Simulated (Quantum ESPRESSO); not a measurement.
Set up this calculation in Quantum ESPRESSO 7.5, as the native input.

* Task: projected density of states
* Functional: PBE
* Potentials or basis: PseudoDojo 0.4 FR PBE standard
* Cutoff: 1347 eV
* Density cutoff: 5388 eV
* k mesh: 11 × 11 × 11
* Occupations: fermi-dirac, width 0.05 eV
* Spin: spin-orbit coupling, no magnetisation
* Mixing beta: 0.5
* Most SCF iterations: 120
* SCF threshold: 2e-10 Ry
* Dos occupations: tetrahedra_opt
* Mixing mode: TF

Au:

```
CELL_PARAMETERS angstrom
-2.03500 0.00000 2.03500
0.00000 2.03500 2.03500
-2.03500 2.03500 0.00000
ATOMIC_POSITIONS crystal
Au 0.00000 0.00000 0.00000
```

One way to write it, as run:

pw.in

```
&CONTROL
  calculation = 'scf'
  prefix = 'pwscf'
  outdir = './tmp'
  pseudo_dir = './pseudo'
  tprnfor = .true.
  tstress = .true.
  disk_io = 'low'
/
&SYSTEM
  space_group = 225
  A = 4.07
  nat = 1
  ntyp = 1
  ecutwfc = 99
  nbnd = 32
  occupations = 'smearing'
  smearing = 'fd'
  degauss = 0.00367493
  noncolin = .true.
  lspinorb = .true.
/
&ELECTRONS
  conv_thr = 2d-10
  electron_maxstep = 120
  mixing_beta = 0.5
  mixing_mode = 'TF'
/
ATOMIC_SPECIES
Au   196.9666 Au.upf
ATOMIC_POSITIONS crystal_sg
Au     0.0000000000    0.0000000000    0.0000000000
K_POINTS automatic
11 11 11 0 0 0
```

pp_density.in

```
&INPUTPP
  prefix = 'pwscf'
  outdir = './tmp'
  filplot = 'density.dat'
  plot_num = 0
/
&PLOT
  nfile = 1
  filepp(1) = 'density.dat'
  iflag = 3
  output_format = 6
  fileout = 'density.cube'
/
```

pp_potential.in

```
&INPUTPP
  prefix = 'pwscf'
  outdir = './tmp'
  filplot = 'potential.dat'
  plot_num = 11
/
&PLOT
  nfile = 1
  filepp(1) = 'potential.dat'
  iflag = 3
  output_format = 6
  fileout = 'potential.cube'
/
```

nscf.in

```
&CONTROL
  calculation = 'nscf'
  prefix = 'pwscf'
  outdir = './tmp'
  pseudo_dir = './pseudo'
  disk_io = 'low'
/
&SYSTEM
  space_group = 225
  A = 4.07
  nat = 1
  ntyp = 1
  ecutwfc = 99
  nbnd = 32
  occupations = 'tetrahedra_opt'
  noncolin = .true.
  lspinorb = .true.
/
&ELECTRONS
  conv_thr = 1d-08
  electron_maxstep = 120
  mixing_beta = 0.5
  mixing_mode = 'TF'
/
ATOMIC_SPECIES
Au   196.9666 Au.upf
ATOMIC_POSITIONS crystal_sg
Au     0.0000000000    0.0000000000    0.0000000000
K_POINTS automatic
17 17 17 0 0 0
```

projwfc.in

```
&PROJWFC
  prefix = 'pwscf'
  outdir = './tmp'
  filpdos = 'p'
  Emin = 6
  Emax = 31
  DeltaE = 0.05
/
```

Potentials or basis: PseudoDojo 0.4 FR PBE standard.

Command:

```console
$ OMP_NUM_THREADS=1 pw.x -in pw.in > pw.out
$ OMP_NUM_THREADS=1 pp.x -in pp_density.in > pp_density.out
$ OMP_NUM_THREADS=1 pp.x -in pp_potential.in > pp_potential.out
$ OMP_NUM_THREADS=1 pw.x -in nscf.in > nscf.out
$ OMP_NUM_THREADS=1 projwfc.x -in projwfc.in > projwfc.out
```

Results of the run:

```yaml
Pressure: 9.4 GPa
Band_gap_on_the_k_mesh: none (metal or under the smearing width)
```

Wall time 3.5 min on 1 thread of AMD EPYC 7B13 (Zen 3), on a shared host, peak memory 0.35 GiB.
